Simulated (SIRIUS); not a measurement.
BN:

```
N B
1.0
     2.55394    0.00000    0.00000
    -1.27697    2.21178    0.00000
     0.00000    0.00000    4.22685
N B
2 2
Cartesian
  0.0000 1.4745 0.5295
  1.2770 0.7373 2.6430
  0.0000 1.4745 2.1123
  1.2770 0.7373 4.2257
```

Measurements of this composition are mostly on another form, of space group No. 194.

- Program: SIRIUS 7.10.0
- Task: single point
- Functional: PBE
- Potentials or basis: PseudoDojo 0.4.1 PBE standard (scalar relativistic)
- Cutoff: 1152 eV
- Density cutoff: 4606 eV
- k mesh: 12 × 12 × 6
- Occupations: fermi-dirac, width 0.05 eV
- Spin: no spin polarisation

On this cell: pressure -0.4 GPa; largest force 0.015 eV/Å; band gap on the k mesh 5.27 eV.

The same run follows on a disturbed copy (atoms moved at random, drawn with an rms of 0.05 Å):

```
CELL_PARAMETERS angstrom
2.55394 0.00000 0.00000
-1.27697 2.21178 0.00000
0.00000 0.00000 4.22685
ATOMIC_POSITIONS crystal
N 0.33349 0.65369 0.12233
N 0.66826 0.32131 0.62147
B 0.32327 0.67179 0.48849
B 0.69674 0.34690 0.99522
```

Task: What changes?

Result: The energy moves by +30.1 meV/atom; pressure 0.9 GPa; largest force 1.822 eV/Å; band gap on the k mesh 4.54 eV.

Forces in eV/Å, atoms in the order of the input:
```
N    0.736  1.244 -0.353
N   -0.599  0.925 -0.349
B    1.048 -0.826  1.040
B   -1.185 -1.342 -0.338
```

Stress tensor (GPa, compression positive):
```
 1.84  1.09  0.77
 1.09  1.01  1.19
 0.77  1.19 -0.14
```

A k mesh can miss the band edges.
